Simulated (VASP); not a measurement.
Here is a VASP 6.6.1 calculation.

File POSCAR:

```
Si
1.0
    0.0000000000      2.7200000000      2.7200000000
    2.7200000000      0.0000000000      2.7200000000
    2.7200000000      2.7200000000      0.0000000000
Si
2
Direct
    0.0000000000      0.0000000000      0.0000000000
    0.2500000000      0.2500000000      0.2500000000
```

The input INCAR.step1:

```
PREC = Accurate
ENCUT = 520
ISMEAR = 0
SIGMA = 0.1
LREAL = False
LASPH = True
NELM = 100
NBANDS = 11
GGA = PE
ALGO = Normal
EDIFF = 1E-4
LWAVE = True
LCHARG = False
```

Contents of INCAR.step2:

```
PREC = Accurate
ENCUT = 520
EDIFF = 1E-6
ISMEAR = 0
SIGMA = 0.1
LREAL = False
LASPH = True
NELM = 100
ALGO = Normal
ISIF = 2
LWAVE = False
LCHARG = False
METAGGA = R2SCAN
LMIXTAU = True
LUSE_VDW = True
IVDW_NL = 2
BPARAM = 11.95
CPARAM = 0.0093
NBANDS = 11
ISTART = 1
```

Contents of KPOINTS:

```
regular mesh
0
Gamma
  6 6 6
```

Potentials or basis: VASP PAW PBE potentials, release 64 (Si).

Run with:

```bash
$ cat potpaw_PBE.64/Si/POTCAR > POTCAR
$ cp INCAR.step1 INCAR
$ mpirun -np 1 vasp_std > vasp.out
$ cp INCAR.step2 INCAR
$ mpirun -np 1 vasp_std > vasp.out
```

Predict the pressure.

-0.4 GPa.

Estimate the band gap on the k mesh.

0.89 eV, indirect (least direct gap 2.75 eV).

Caveat: the PAW data sets were made with another functional, which shifts forces and pressure a little. r2SCAN opens gaps a little over a GGA but as a rule still falls short of measured ones.
